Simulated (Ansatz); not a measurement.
Se (P3_121)

Method: Ansatz, DFT PBEsol, scalar-relativistic, plane waves, PAW.

Settings: cutoff 420 eV, Γ-centred mesh 12×12×8 on the computed 3-atom cell, Gaussian smearing of 0.02 eV; no spin polarisation.

The structure is relaxed at this level of theory with its symmetry kept.

```cif
data_structure
_symmetry_space_group_name_H-M 'P 1'
_symmetry_Int_Tables_number 1
_cell_length_a 4.0415
_cell_length_b 4.0415
_cell_length_c 5.1179
_cell_angle_alpha 90.000
_cell_angle_beta 90.000
_cell_angle_gamma 120.000
_cell_volume 72.40
loop_
_atom_site_label
_atom_site_type_symbol
_atom_site_fract_x
_atom_site_fract_y
_atom_site_fract_z
_atom_site_occupancy
Se1 Se 0.24864 0.00000 0.33333 1
Se2 Se 0.00000 0.24864 0.66667 1
Se3 Se 0.75136 0.75136 0.00000 1
```

(1) Formation energy from the elements' standard states (uncorrected)?

(2) Kohn–Sham band gap?

(3) Löwdin character of the top 1 eV of the valence band?

(4) Löwdin character of the lowest 1 eV of the conduction band?

(5) Electron masses at the edge by Cartesian direction of the standard setting (m_e; degenerate bands sorted by energy; no spin-orbit coupling)?

(6) Hole masses at the edge by Cartesian direction of the standard setting (m_e; degenerate bands sorted by energy; no spin-orbit coupling)?

(7) Bader charges (e)?

Answers

(1) 0.000 eV/atom.

(2) 0.40 eV, indirect from (0.260, 0.370, -0.500) to H.

(3) Se 4p 94 %.

(4) Se 4p 90 %, unprojected 5 %.

(5) x: 0.090; y: 0.090; z: 0.089.

(6) x: 0.96; y: 0.13; z: 0.19.

(7) Se (3 in the cell) 0.00.